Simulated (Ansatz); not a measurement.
PbSe (Clausthalite) under changes of volume

One of the cells (28.671 Å³/atom); the others are scaled copies at fixed shape and fractional positions:

```
CELL_PARAMETERS angstrom
0.00000 3.06065 3.06065
3.06065 0.00000 3.06065
3.06065 3.06065 0.00000
ATOMIC_POSITIONS crystal
Pb 0.00000 0.00000 0.00000
Se 0.50000 0.50000 0.50000
```

```yaml
Program: Ansatz 0.2.0
Functional: LDA
Potentials_or_basis: Ansatz PAW
Cutoff: "420 eV (not typed: the program's choice for these potentials)"
k_mesh: 8 × 8 × 8
Occupations: fermi-dirac, width 0.05 eV
Spin: no spin polarisation
```

| volume (Å³/atom) | energy over the lowest point (meV/atom) | pressure (GPa) | gap on the mesh (eV) |
| --- | --- | --- | --- |
| 26.951 | ? | ? | ? |
| 27.524 | 0.00 | 0.0 | 0.05 |
| 28.097 | 1.95 | -1.1 | 0.12 |
| 28.671 | 7.72 | -2.1 | 0.18 |
| 29.244 | 16.97 | -3.0 | 0.24 |
| 29.818 | 29.32 | -3.9 | 0.30 |
| 30.391 | 44.46 | -4.6 | 0.35 |

Q: What does the run at 26.951 Å³/atom give?

A: Energy over the lowest point 2.28 meV/atom; pressure 1.3 GPa; gap on the mesh 0.03 eV.

Worked out: A Birch-Murnaghan fit of order 3 (a polynomial in V^(-2/3)) to the other rows has its minimum at 27.54 Å³/atom with B0 = V·E''(V) = 57 GPa and B' = 4.1. It gives 2.32 meV/atom at 26.951 Å³/atom, against the run's 2.28, and -dE/dV = 1.3 GPa, against 1.3.

Energies are extrapolated to zero smearing.

Caveats: spin-orbit coupling is left out, which as a rule narrows the gap of such compounds by several tenths of an eV; the PAW data sets come from PBE, with cores solved anew for the run's functional, which leaves a small shift of forces and pressure.

A mesh can miss the band edges.
